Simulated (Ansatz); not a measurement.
Structure from Materials Project entry mp-1008501 (possibly hypothetical), not relaxed further. The listed cell was then made from it by scaling, straining or moving an atom.

Be: DFT, PBE, all-electron LAPW, scalar-relativistic (Ansatz 0.2.0). What sets it apart from a plain run of this crystal: zz strain of +1 %.

Command: `ansatz run input.yaml --threads 1 --pin off --max-ram 6144MiB --backend cpu --events-out ev --progress --plain --runs-dir out` The run took 12 s on 1 thread of Arm Neoverse N1, on a shared host, peak memory 0.26 GiB.

```yaml
crystal:
  lattice:
    - [3.746814, 0.0, 0.0]
    - [0.0, 3.746814, 0.0]
    - [0.0, 0.0, 2.3040928]
  atoms:
    - { symbol: Be, position: [0.297408, 0.297408, 0.0] }
    - { symbol: Be, position: [0.702592, 0.702592, 0.0] }
    - { symbol: Be, position: [0.202592, 0.797408, 0.5] }
    - { symbol: Be, position: [0.797408, 0.202592, 0.5] }
kpoints:
  mp_grid: { grid: [9, 9, 14] }
  band_path:
    path:
      - [0.0, 0.0, 0.0]
      - [0.0, 0.5, 0.0]
      - [0.5, 0.5, 0.0]
      - [0.0, 0.0, 0.0]
      - [0.0, 0.0, 0.5]
      - [0.0, 0.5, 0.5]
      - [0.5, 0.5, 0.5]
      - [0.0, 0.0, 0.5]
      - [0.0, 0.5, 0.0]
    npoints: 5
scf:
  occupations: { method: fermi_dirac, width: 0.05 }
hamiltonian:
  xc: pbe
  pseudopotentials: { kind: all_electron, lapw: { basis_error: 0.001 } }
output:
  forces: true
  stress: true
  eigenvalues: true
```

Output (standing set-up lines are left out):

```
LAPW: plane waves up to 6.436 Å⁻¹, error target 1.0e-3 eV per atom; small_component_spin mean_spin; Be in spheres of 1.073 Å, 4 of its electrons in bands, Dirac shells []
Crystal: 4 atoms, lattice volume = 32.346 Å³
Basis set: ecut = 157.7968497669271 eV, 145 PW (Γ), exchange–correlation at level 2
iter 1 solved again at ethr=4.34e-4 eV; its pass at ethr=1.00e-1 eV (dr2=6.94e-2 eV) is discarded
SCF iter   1: F=—  HF=-1607.468238 eV  |F-HF|=—  |Δ(HF+E_count)|=         —  Δρ=1.47e-2  dr2=6.93e-2  ethr=4.34e-4  ⟨swp⟩=2.7  Hψ=13279  notcnv=0
preconditioner: auto → none  [metal: Δε(μ)=0.057 eV  Ē_g=9.367 eV  σ=0.050 eV  W_gap=0.26  n_scr=8 (ndim 8)  ℏωp=18.5 eV  f_vac=0.000  D(μ)=0.45/eV (n_scr^D=0)  sad-step TF]
SCF iter   2: F=—  HF=-1607.440381 eV  |F-HF|=—  |Δ(HF+E_count)|=   2.79e-2  Δρ=9.48e-3  dr2=2.95e-2  ethr=4.33e-4  ⟨swp⟩=2.0  Hψ=3412  notcnv=0
iter 3 solved again at ethr=5.05e-7 eV; its pass at ethr=1.84e-4 eV (dr2=8.09e-5 eV) is discarded
SCF iter   3: F=—  HF=-1607.428915 eV  |F-HF|=—  |Δ(HF+E_count)|=   1.15e-2  Δρ=5.89e-4  dr2=8.20e-5  ethr=5.05e-7  ⟨swp⟩=2.9  Hψ=7072  notcnv=0
SCF iter   4: F=—  HF=-1607.428905 eV  |F-HF|=—  |Δ(HF+E_count)|=         —  Δρ=9.03e-5  dr2=1.98e-6  ethr=5.05e-7  ⟨swp⟩=2.0  Hψ=3375  notcnv=0
the basis was enlarged: its passes take 84.0 KiB over the memory plan, 1 of 1 planned eigensolver slots
SCF iter   5: F=-1607.428905 eV  HF=-1607.428905 eV  |F-HF|=4.45e-10  |Δ(HF+E_count)|=   6.58e-8  Δρ=2.15e-6  dr2=9.92e-10  ethr=1.24e-8  ⟨swp⟩=2.0  Hψ=3375  notcnv=0
SCF 1 converged in 5 iterations: F = -1607.428905 eV  dr2 = 9.92e-10
NSCF: frozen V_eff on 41 k-points
SCF converged after 5 iterations
Free energy (F): -1607.428905 eV
Harris-Foulkes:  -1607.428905 eV  (|F-HF|=4.45e-10)
Internal energy: -1607.424997 eV  (E = F + TS)
E sigma→0 (E₀):  -1607.426951 eV
Entropy (-TS):   -0.003907 eV (-0.977 meV/atom)
Fermi energy:    8.247169 eV
--- Per-component energies (eV) ---
  E_band       = -706.259120
  E_kinetic    = 1596.721935
  E_xc         = -317.215459
  E_electrostatic = -2886.931473  (all electrons and nuclei)
  E_smearing   = -0.003907  (= −TS)
  E_closure    = 0.000000  (closes the sum)
  E_atoms      = -1592.722858  (free atoms, spherical and without spin; not in F)
  Σ components = -1607.428905   (vs F -1607.428905, Δ=0.00e0)
  Basis errors (estimates in eV, not in F): energy 8.5e-4 per atom: plane waves 8.1e-4 (4.5e-4 summed), levels above the bands 2.4e-54, relativity 1.2e-9, radial functions 3.7e-5, core shells 0.0e0; eigenvalues (radial functions only) 1.3e-6; not estimated: angular momenta, meshes, grids; target (lapw.basis_error) 1.0e-3; muffin-tin radii Be 1.073 Å
--- Forces (eV/Å), atoms counted from 1 ---
  atom   1  Be    -0.02102826    -0.02102826    -0.00000000
  atom   2  Be     0.02102826     0.02102826     0.00000000
  atom   3  Be     0.02102826    -0.02102826     0.00000000
  atom   4  Be    -0.02102826     0.02102826    -0.00000000
  max |Σ_I F_I| component: 3.47e-17 eV/Å
--- Stress (GPa, compression-positive) ---
       -0.440150      -0.000000       0.000000
       -0.000000      -0.440150       0.000000
        0.000000       0.000000      -2.975709
  P = ⅓ Tr σ = -1.2853 GPa (-12.853 kbar)
--- Band table (eV; the first three rows and the last of 120) ---
  k-point 0: bands = ["-91.7238", "-91.6998", "-91.6998", "-91.6905", "-2.8253", "3.3934", "3.9674", "7.3186", "7.3186", "13.1894", "13.1894", "15.7243"]
  k-point 1: bands = ["-91.7231", "-91.6996", "-91.6996", "-91.6906", "-2.7188", "3.5292", "4.1086", "7.3985", "7.3985", "13.2627", "13.2627", "15.2998"]
  k-point 2: bands = ["-91.7211", "-91.6988", "-91.6988", "-91.6911", "-2.3990", "3.9355", "4.5319", "7.6299", "7.6299", "12.7999", "13.4817", "13.4817"]
  k-point 119: bands = ["-91.7008", "-91.7008", "-91.6950", "-91.6950", "4.4069", "4.4399", "4.8668", "4.9130", "9.9612", "9.9811", "10.1578", "10.1759"]
```
